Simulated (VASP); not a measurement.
## MgSe3: single point with PBE

The system is MgSe3.

```
CELL_PARAMETERS angstrom
4.71098 0.00000 0.00000
0.00000 4.71098 0.00000
0.00000 0.00000 4.71098
ATOMIC_POSITIONS crystal
Mg 0.00000 0.00000 0.00000
Se 0.00000 0.50000 0.50000
Se 0.50000 0.00000 0.50000
Se 0.50000 0.50000 0.00000
```

The cell was built by a generator and needn't be a form met in nature.

The cell isn't the ideal one: species swapped into the KPb3 type (Pm-3m, No. 221).

| Item | Value |
| --- | --- |
| Program | VASP 6.6.1 |
| Task | single point |
| Functional | PBE |
| Potentials or basis | VASP PAW PBE potentials, release 64 (Mg, Se) |
| Cutoff | 520 eV |
| k mesh | 4 × 4 × 4 |
| Occupations | gaussian, width 0.1 eV |
| Spin | no spin polarisation |
| Dipole correction | no |
| Further INCAR settings | ALGO = Fast; EDIFF = 1e-06; NBANDS = 18 |

| Item | Value |
| --- | --- |
| Pressure | -7.7 GPa |
| Band gap on the k mesh | none (metal or under the smearing width) |

Levels at points of the mesh, in eV from the Fermi level:
```csv
k point,band 6,band 7,band 8,band 9,band 10,band 11,band 12,band 13,band 14,band 15
"(0.00, 0.00, 0.00)",-3.95,-0.79,-0.79,-0.79,-0.52,0.67,0.67,0.67,4.98,4.98
"(0.50, 0.00, 0.00)",-3.09,-2.06,-2.06,-1.69,-1.56,0.34,0.34,2.79,3.02,5.42
"(0.50, 0.50, 0.00)",-2.29,-2.29,-1.82,-1.82,-1.74,0.92,0.95,1.94,3.44,5.88
"(0.50, 0.50, 0.50)",-4.38,-4.38,-0.85,0.99,0.99,0.99,1.03,1.03,7.50,7.50
```

Wall time 12 s on 1 thread of Intel(R) Xeon(R) Platinum 8488C (Sapphire Rapids), with other jobs on the host, peak memory 0.19 GiB.
